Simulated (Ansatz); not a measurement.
## TiAl: how the axes shrink under pressure

TiAl, P4/mmm, a = 2.822 Å, c = 4.078 Å. The structure is a Materials Project entry; whether it is the stable form wasn't checked. Ansatz: PBE, PAW, 420 eV, Γ-centred 14×14×10 mesh on 2 atoms, Gaussian smearing 0.10 eV; no spin polarisation. Cell and atoms are relaxed at each pressure, and no other structure is tried, so the rows at high pressure may lie past a change of phase. y = 100 ln(c/c0) with c0 = 4.0783 Å, so nearly a change in per cent. The pressures are the targets, met within 0.07 GPa.

| P (GPa) | y | 100 ln(a/a0) |
| --- | --- | --- |
| -2.0 | ? | ? |
| 0.0 | 0.00 | 0.00 |
| 2.0 | -0.59 | -0.56 |
| 5.0 | -1.39 | -1.32 |
| 10.0 | -2.60 | -2.50 |
| 20.0 | -4.70 | -4.43 |
| 40.0 | -8.16 | -7.32 |

Q: Fit y = c1 P + c2 P² to the other rows, give the linear compressibility along c, and predict the missing y.

A: Least squares on the rows shown. y = −0.2733 P + 0.001741 P². The linear compressibility along c is −c1/100 = 2.73 per TPa, against 2.66 along a from the same fit to the last column (its missing entry is 0.59): the crystal is about as stiff along both at low pressure. The runs next to zero pressure give 2.99 and 2.91, so a parabola over the whole range misstates the start. With a term in P³ added, the coefficient of P becomes -0.2947, 8 % more, which shows how far this figure hangs on the form. At P = -2.0 the fit asked for gives 0.55. The run gave 0.58, so the fit is 0.03 too low, within the rms miss on the fitted rows (0.05).

The mesh isn't the same in all rows (14×14×10, 16×16×12).